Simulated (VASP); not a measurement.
# GaAs (F-43m) in VASP: notebook, part 2 of 2

VASP 6.6.1.

## Step 3: Single point, LDA (a relaxed cell with its volume scaled by 0.94)

INCAR reads:

```
ALGO = Normal
EDIFF = 1E-7
ENCUT = 350
GGA = CA
ISIF = 2
ISMEAR = 0
LASPH = T
LCHARG = F
LREAL = F
LWAVE = F
NBANDS = 16
NELM = 80
PREC = Accurate
SIGMA = 0.02
```

KPOINTS reads:

```
k-points
0
Gamma
  6 6 6
```

POSCAR reads:

```
GaAs                                    
1.0
    0.0000000000      2.7461614179      2.7461614179
    2.7461614179      0.0000000000      2.7461614179
    2.7461614179      2.7461614179     -0.0000000000
  Ga              As            
     1     1
Direct
     0.0000000000000000    0.0000000000000000    0.0000000000000000
     0.2500000000000000    0.2500000000000000    0.2500000000000000
```

Potentials or basis: VASP PAW LDA potentials, release 64 (Ga_d, As).

Command:

```sh
> cat potpaw_LDA.64/Ga_d/POTCAR potpaw_LDA.64/As/POTCAR > POTCAR
> mpirun -np 1 vasp_std > vasp.out
```

OUTCAR:

```text
EDIFF = 1E-7
   ENCUT = 350
   GGA = CA
   ISIF = 2
   ISMEAR = 0
   LASPH = T
   LREAL = F
   NELM = 80
   PREC = Accurate

 ion  position               nearest neighbor table
   1  0.000  0.000  0.000-   2 2.38   2 2.38   2 2.38   2 2.38
   2  0.250  0.250  0.250-   1 2.38   1 2.38   1 2.38   1 2.38

  LATTYP: Found a face centered cubic cell.
 ALAT       =     5.4923228358

  Lattice vectors:

 A1 = (   0.0000000000,   2.7461614179,   2.7461614179)
 A2 = (   2.7461614179,   0.0000000000,   2.7461614179)
 A3 = (   2.7461614179,   2.7461614179,   0.0000000000)

Analysis of symmetry for initial positions (statically):
=====================================================================
 Subroutine PRICEL returns:
 Original cell was already a primitive cell.

 Routine SETGRP: Setting up the symmetry group for a
 face centered cubic supercell.

 Subroutine GETGRP returns: Found 24 space group operations
 (whereof 24 operations were pure point group operations)
 out of a pool of 48 trial point group operations.

The static configuration has the point symmetry T_d .

Analysis of symmetry for dynamics (positions and initial velocities):
=====================================================================
 Subroutine PRICEL returns:
 Original cell was already a primitive cell.

 Routine SETGRP: Setting up the symmetry group for a
 face centered cubic supercell.

 Subroutine GETGRP returns: Found 24 space group operations
 (whereof 24 operations were pure point group operations)
 out of a pool of 48 trial point group operations.

The dynamic configuration has the point symmetry T_d .

 Subroutine INISYM returns: Found 24 space group operations
 (whereof 24 operations are pure point group operations),
 and found     1 'primitive' translations

----------------------------------------------------------------------------------------

[... 102 lines left out ...]
     AMIX     =   0.40;   BMIX     =  1.00
     AMIX_MAG =   1.60;   BMIX_MAG =  1.00
  volume/ion in A,a.u.               =      20.71       139.76
  Fermi-wavevector in a.u.,A,eV,Ry     =   1.240023  2.343303 20.921081  1.537656
  Thomas-Fermi vector in A             =   2.374481
   LORBIT       =      0    0 simple, 1 ext, 2 COOP (PROOUT), +10 PAW based schemes
   GGA     = CA    functional components
   LHFCALC =     F    Hartree Fock is set to
   AEXX    =    0.0000 exact exchange contribution
   IVDW    =     0    specifies the selected vdW correction
   LEPSILON=     F    determine dielectric tensor
   LRPA    =     F    only Hartree local field effects (RPA)
 non-spin polarized calculation
 Gauss-broadening in eV      SIGMA  =   0.02
  energy-cutoff  :      350.00
  volume of cell :       41.42
 maximum number of plane-waves:       636
   NGX = 11   NGY = 11   NGZ = 11

 number of electron      17.9999984 magnetization

 Free energy of the ion-electron system (eV)
  ---------------------------------------------------
  ext. energy  EPLUGINS =         0.00000000
  ---------------------------------------------------
  free energy    TOTEN  =        -9.57089144 eV

  energy without entropy =       -9.57089144  energy(sigma->0) =       -9.57089144

 E-fermi :   4.7875     XC(G=0): -10.2986

 val. band max:        4.6811399591   @ k =   0.0000   0.0000   0.0000
 cond. band min:       5.6803554639   @ k =   0.0000   0.0000   0.0000
 fundamental gap:      0.9992155048
 Fermi energy:         4.7875084617

 k-point     1 :       0.0000    0.0000    0.0000
  band No.  band energies     occupation
      1     -10.4334      2.00000
      2     -10.4334      2.00000
      3     -10.4334      2.00000
      4     -10.3320      2.00000
      5     -10.3320      2.00000
      6      -8.7448      2.00000
[... 281 lines left out ...]
      3     -10.3756      2.00000
      4     -10.3524      2.00000
      5     -10.3233      2.00000
      6      -5.7727      2.00000
[... 8 lines left out ...]
     15      17.4297      0.00000
     16      18.4964      0.00000

------------------------ aborting loop because EDIFF is reached ----------------------------------------

  FORCE on cell =-STRESS in cart. coord.  units (eV):
  Direction    XX          YY          ZZ          XY          YZ          ZX
  --------------------------------------------------------------------------------------
  -------------------------------------------------------------------------------------
  Total        1.3898644      1.3898644      1.3898644     -0.0000000      0.0000000      0.0000000
  in kB       53.7619269     53.7619269     53.7619269     -0.0000000      0.0000000      0.0000000
  external PRESSURE =      53.7619269 kB  Pullay stress =       0.0000000 kB

 VOLUME and BASIS-vectors are now :
 -----------------------------------------------------------------------------
  energy-cutoff  :      350.00
  volume of cell :       41.42
      direct lattice vectors                 reciprocal lattice vectors
     0.000000000  2.746161418  2.746161418    -0.182072327  0.182072327  0.182072327
     2.746161418  0.000000000  2.746161418     0.182072327 -0.182072327  0.182072327
     2.746161418  2.746161418  0.000000000     0.182072327  0.182072327 -0.182072327

 POSITION                                       TOTAL-FORCE (eV/Angst)
 -----------------------------------------------------------------------------------
      0.00000      0.00000      0.00000         0.000000      0.000000      0.000000
      1.37308      1.37308      1.37308        -0.000000     -0.000000     -0.000000
 -----------------------------------------------------------------------------------
    total drift:                                0.000002      0.000002      0.000002

  FREE ENERGIE OF THE ION-ELECTRON SYSTEM (eV)
  ---------------------------------------------------
  free  energy   TOTEN  =        -9.5708914355 eV

  energy  without entropy=       -9.5708914355  energy(sigma->0) =       -9.57089144
```

OSZICAR:

```text
N       E                     dE             d eps       ncg     rms          rms(c)
DAV:   1     0.705136781657E+02    0.70514E+02   -0.72949E+03   512   0.126E+03
DAV:   2    -0.454928104264E+01   -0.75063E+02   -0.71977E+02   600   0.263E+02
DAV:   3    -0.976450373322E+01   -0.52152E+01   -0.52034E+01   600   0.582E+01
DAV:   4    -0.983394179443E+01   -0.69438E-01   -0.69432E-01   632   0.745E+00
DAV:   5    -0.983503495686E+01   -0.10932E-02   -0.10931E-02   624   0.804E-01    0.332E+00
DAV:   6    -0.962441558669E+01    0.21062E+00   -0.22457E-01   784   0.885E+00    0.196E+00
DAV:   7    -0.957398800646E+01    0.50428E-01   -0.76533E-02   680   0.212E+00    0.538E-01
DAV:   8    -0.957093326763E+01    0.30547E-02   -0.10325E-02   640   0.111E+00    0.137E-01
DAV:   9    -0.957088360217E+01    0.49665E-04   -0.75997E-04   640   0.310E-01    0.402E-02
DAV:  10    -0.957088664714E+01   -0.30450E-05   -0.47881E-05   768   0.875E-02    0.213E-02
DAV:  11    -0.957089159003E+01   -0.49429E-05   -0.76475E-06   568   0.409E-02    0.371E-03
DAV:  12    -0.957089143341E+01    0.15661E-06   -0.64635E-07   712   0.119E-02    0.245E-03
DAV:  13    -0.957089143553E+01   -0.21109E-08   -0.74483E-08   464   0.271E-03
   1 F= -.95708914E+01 E0= -.95708914E+01  d E =-.814193E-16
```

Wall time 10 s (1 thread of Intel Xeon Platinum 8375C at 2.90GHz (Ice Lake), shared host); peak memory 0.12 GiB.

Results:

```yaml
Free_energy: -9.5709 eV
Pressure: 5.4 GPa
Band_gap_on_the_k_mesh: 1.00 eV, direct
```

Levels at points of the mesh, in eV from the valence-band top:
```csv
k point,band 6,band 7,band 8,band 9,band 10,band 11,band 12,band 13
"(0.00, 0.00, 0.00)",-13.43,0.00,0.00,0.00,1.00,3.68,3.68,3.68
"(0.50, 0.00, 0.00)",-11.37,-7.20,-1.29,-1.29,1.11,4.60,4.60,7.62
"(0.50, 0.50, 0.00)",-10.52,-7.31,-3.02,-3.02,1.16,1.48,10.74,10.74
```

Caveat: the cutoff is under 1.25 times the usual one of these potentials, so pressure, stress and relaxed cells hold a basis-set (Pulay) error.

## Step 4: Single point, LDA (a relaxed cell with its volume scaled by 1.06)

INCAR is that of step 3.

KPOINTS is that of step 3.

POSCAR reads:

```
GaAs                                    
1.0
    0.0000000000      2.8583718871      2.8583718871
    2.8583718871      0.0000000000      2.8583718871
    2.8583718871      2.8583718871     -0.0000000000
  Ga              As            
     1     1
Direct
     0.0000000000000000    0.0000000000000000    0.0000000000000000
     0.2500000000000000    0.2500000000000000    0.2500000000000000
```

Command:

```sh
> cat potpaw_LDA.64/Ga_d/POTCAR potpaw_LDA.64/As/POTCAR > POTCAR
> mpirun -np 1 vasp_std > vasp.out
```

It took 19 s on 1 thread of Intel Xeon Platinum 8375C at 2.90GHz (Ice Lake), shared host; peak memory 0.13 GiB.

The run converged. Its results:

```yaml
Free_energy: -9.5840 eV
Pressure: -3.8 GPa
Band_gap_on_the_k_mesh: 0.08 eV, direct
```

Levels at points of the mesh, in eV from the valence-band top:
| k point | band 5 | band 6 | band 7 | band 8 | band 9 | band 10 | band 11 | band 12 | band 13 | band 14 |
| --- | --- | --- | --- | --- | --- | --- | --- | --- | --- | --- |
| (0.00, 0.00, 0.00) | -14.81 | -12.53 | 0.00 | 0.00 | 0.00 | 0.08 | 3.65 | 3.65 | 3.65 | 7.23 |
| (0.50, 0.00, 0.00) | -14.80 | -10.87 | -6.52 | -1.10 | -1.10 | 0.77 | 4.56 | 4.56 | 7.52 | 9.95 |
| (0.50, 0.50, 0.00) | -14.79 | -10.17 | -6.73 | -2.58 | -2.58 | 1.39 | 1.56 | 9.77 | 9.77 | 10.49 |

Caveat: the cutoff is under 1.25 times the usual one of these potentials, so pressure, stress and relaxed cells hold a basis-set (Pulay) error.

## Step 5: Single point, LDA (a relaxed cell with its volume scaled by 0.91)

INCAR is that of step 4.

KPOINTS is that of step 4.

POSCAR reads:

```
GaAs                                    
1.0
    0.0000000000      2.7166305118      2.7166305118
    2.7166305118      0.0000000000      2.7166305118
    2.7166305118      2.7166305118     -0.0000000000
  Ga              As            
     1     1
Direct
     0.0000000000000000    0.0000000000000000    0.0000000000000000
     0.2500000000000000    0.2500000000000000    0.2500000000000000
```

Command:

```sh
> cat potpaw_LDA.64/Ga_d/POTCAR potpaw_LDA.64/As/POTCAR > POTCAR
> mpirun -np 1 vasp_std > vasp.out
```

Run time: 8.2 s. Hardware: 1 thread of Intel Xeon Platinum 8375C at 2.90GHz (Ice Lake), shared host; peak memory 0.13 GiB.

The run converged. Its results:

```yaml
Free_energy: -9.5113 eV
Pressure: 8.8 GPa
Band_gap_on_the_k_mesh: 1.09 eV, indirect (least direct gap 1.26 eV)
```

Levels at points of the mesh, in eV from the valence-band top:
```
           k point  band 7  band 8  band 9  band 10  band 11  band 12
(0.00, 0.00, 0.00)    0.00    0.00    0.00     1.26     3.68     3.68
(0.50, 0.00, 0.00)   -7.41   -1.34   -1.34     1.21     4.60     4.60
(0.50, 0.50, 0.00)   -7.48   -3.14   -3.14     1.09     1.45    11.01
```

Caveat: the cutoff is under 1.25 times the usual one of these potentials, so pressure, stress and relaxed cells hold a basis-set (Pulay) error. A k mesh can miss the band edges.

## Step 6: The runs side by side

```tsv
cell	gap on the mesh (eV)	pressure (GPa)
a relaxed cell with its volume scaled by 1.03	0.29	-2.1
a relaxed cell with its volume scaled by 0.94	1.00	5.4
a relaxed cell with its volume scaled by 1.06	0.08	-3.8
a relaxed cell with its volume scaled by 0.91	1.09	8.8
```

Alike in all rows: task single point; level LDA; potentials or basis VASP PAW LDA potentials, release 64 (Ga_d, As); no spin polarisation; k mesh 6 × 6 × 6; cutoff (eV) 350; smearing gaussian 0.02 eV.

Caveats: the cutoff is under 1.25 times the usual one of these potentials, so pressure, stress and relaxed cells hold a basis-set (Pulay) error.

Absolute energies hang on the potentials; compare differences alone.
